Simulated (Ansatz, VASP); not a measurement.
Ca: VASP beside Ansatz

The input INCAR:

```
PREC = Accurate
ENCUT = 520
EDIFF = 1E-7
ISMEAR = -1
SIGMA = 0.1
LREAL = False
LASPH = True
NELM = 100
ALGO = Fast
ISIF = 2
LWAVE = False
LCHARG = True
GGA = RP
LELF = True
LVHAR = True
NBANDS = 17
```

File KPOINTS:

```
regular mesh
0
Gamma
  7 7 7
```

File POSCAR:

```
Ca
1.0
    0.0000000000      4.4482212577      4.4482212577
    4.4482212577      0.0000000000      4.4482212577
    4.4482212577      4.4482212577      0.0000000000
Ca
2
Direct
    0.1250000000      0.1250000000      0.1250000000
    0.8750000000      0.8750000000      0.8750000000
```

Input for Ansatz:

```yaml
crystal:
  lattice:
    - [0.0, 4.4482212577, 4.4482212577]
    - [4.4482212577, 0.0, 4.4482212577]
    - [4.4482212577, 4.4482212577, 0.0]
  atoms:
    - { symbol: Ca, position: [0.125, 0.125, 0.125] }
    - { symbol: Ca, position: [0.875, 0.875, 0.875] }
hamiltonian:
  xc: rpbe
  pseudopotentials:
    kind: paw
    azcp:
      Ca: "pseudopotentials/Ca.paw.azcp"
basis:
  ecutwfc: 420
  fft_grid_basis: typed
kpoints:
  mp_grid: { grid: [7, 7, 7], shift: [0, 0, 0] }
magnetization:
  spin_polarized: false
scf:
  occupations: { method: fermi_dirac, width: 0.1 }
  lower_state_search: "off"
output:
  stress: true
  write_density: true
  write_potential: true
  elf: true
  volumetric_format: npy
```

Alike in both runs: task single point; functional RPBE; k mesh 7 × 7 × 7; occupations fermi-dirac, width 0.1 eV; no spin polarisation.

```csv
,VASP,Ansatz
version,VASP 6.6.1,Ansatz 0.2.0
potentials or method,"VASP PAW PBE potentials, release 64 (Ca_sv)","plane waves (420 eV) with PAW, scalar-relativistic"
plane-wave cutoff (eV),520,420
valence electrons in the cell,20,20
```

|  | VASP | Ansatz | Ansatz less VASP |
| --- | --- | --- | --- |
| pressure (GPa) | -0.1 | -0.1 | +0.01 |

The functional is the same, so the differences come from potentials, cutoffs and numerics.

Caveats: the PAW data sets were made with another functional, which shifts forces and pressure a little (VASP).
